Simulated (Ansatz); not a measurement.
# AlN: the cost of one run

Program: Ansatz 0.2.0. Level of theory: DFT PBE, scalar-relativistic, plane waves, PAW. These are calculated values, not measurements.

### Step 1. The starting structure

It takes space group F-43m (No. 216, cubic). The conventional cell has a = 4.368 Å, b = 4.368 Å, c = 4.368 Å, α = 90.00°, β = 90.00°, γ = 90.00°. Around Al (site symmetry -43m) lie 4 N at 1.89 Å. Around N (site symmetry -43m) lie 4 Al at 1.89 Å.

As a file:

```cif
data_structure
_symmetry_space_group_name_H-M 'F-43m'
_symmetry_Int_Tables_number 216
_cell_length_a 4.3680
_cell_length_b 4.3680
_cell_length_c 4.3680
_cell_angle_alpha 90.000
_cell_angle_beta 90.000
_cell_angle_gamma 90.000
_cell_volume 83.34
loop_
_atom_site_label
_atom_site_type_symbol
_atom_site_symmetry_multiplicity
_atom_site_Wyckoff_symbol
_atom_site_fract_x
_atom_site_fract_y
_atom_site_fract_z
_atom_site_occupancy
Al1 Al 4 a 0.00000 0.00000 0.00000 1
N1 N 4 c 0.25000 0.25000 0.25000 1
```

It goes back to an entry of the Materials Project, which need not be the stable form.

The cell is taken as given, not relaxed at this level.

### Step 2. The reference cell

The reference gives a free energy of -924.2035 eV, pressure 4.86 GPa, largest force 0.000 eV/Å and gap on the mesh 3.33 eV. It was computed beforehand with the settings of the runs below.

### Step 3. The scan: shifting one sublattice

Every Al atom is moved by x along the Cartesian unit vector (0.000, -0.707, -0.707); the cell and all other atoms stay fixed. Forces below are components along that vector, summed over the moved atoms.

### Step 4. At x = -0.300 Å

The input, input.yaml:

```yaml
crystal:
  lattice:
    - [0.0, 2.1839935596, 2.1839935596]
    - [2.1839935596, 0.0, 2.1839935596]
    - [2.1839935596, 2.1839935596, 0.0]
  atoms:
    - { symbol: Al, position: [0.0971303388, 0.0, 0.0] }
    - { symbol: "N", position: [0.75, 0.75, 0.75] }
basis:
  ecutwfc: 420
kpoints:
  mp_grid: { grid: [10, 10, 10] }
hamiltonian:
  xc: pbe
scf:
  occupations: { method: gaussian, width: 0.05 }
output:
  forces: true
  stress: true
  eigenvalues: true
```

Run with:

```sh
> ansatz run input.yaml --threads 1 --pin off --max-ram 2560MiB --backend cpu --events-out ev --progress --plain --runs-dir out
```

What time and memory should one allow on 1 thread of Arm Neoverse V1, shared host?

About 5.6 s, with a peak of 0.34 GiB.
